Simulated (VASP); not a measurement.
The system is Si.

```
Si
1.0
    -3.32782    3.32782    3.32782
     3.32782   -3.32782    3.32782
     3.32782    3.32782   -3.32782
Si
8
Direct
  0.70311 0.70311 0.70311
  0.50000 0.00000 0.79689
  0.00000 0.79689 0.50000
  0.79689 0.50000 0.00000
  0.29689 0.29689 0.29689
  0.50000 0.00000 0.20311
  0.00000 0.20311 0.50000
  0.20311 0.50000 0.00000
```

This isn't the form of Si at room conditions, which is diamond.

```yaml
Program: VASP 6.6.1
Task: single point
Functional: PBE
Potentials_or_basis: VASP PAW PBE potentials, release 64 (Si)
Cutoff: 520 eV
k_mesh: 6 × 6 × 6
Occupations: fermi-dirac, width 0.05 eV
Spin: no spin polarisation
```

On this cell: pressure 0.0 GPa; largest force 0.032 eV/Å; band gap on the k mesh none (metal or under the smearing width).

The same run follows on a disturbed copy (atoms moved at random, drawn with an rms of 0.05 Å):

```
CELL_PARAMETERS angstrom
-3.32782 3.32782 3.32782
3.32782 -3.32782 3.32782
3.32782 3.32782 -3.32782
ATOMIC_POSITIONS crystal
Si 0.69752 0.70993 0.71041
Si 0.50244 0.99577 0.79259
Si 0.00125 0.80507 0.50913
Si 0.80236 0.50125 0.99688
Si 0.29712 0.29577 0.29091
Si 0.49294 0.99151 0.19052
Si 0.99106 0.20300 0.49433
Si 0.20320 0.50066 0.99662
```

What does the disturbed cell give?

The energy (extrapolated to zero smearing) moves by +11.9 meV/atom; pressure 0.3 GPa; largest force 1.071 eV/Å; band gap on the k mesh none (metal or under the smearing width).

Forces on the atoms (eV/Å):
```
Si  -1.031  0.282  0.062
Si   0.744 -0.602  0.160
Si  -0.366 -0.245 -0.051
Si   0.419  0.149 -0.406
Si   0.277  0.145 -0.122
Si   0.391  0.081  0.191
Si  -0.197  0.160  0.251
Si  -0.237  0.031 -0.085
```

Stress tensor (GPa, compression positive):
```
 0.37 -1.08 -0.07
-1.08  0.50 -0.09
-0.07 -0.09 -0.04
```
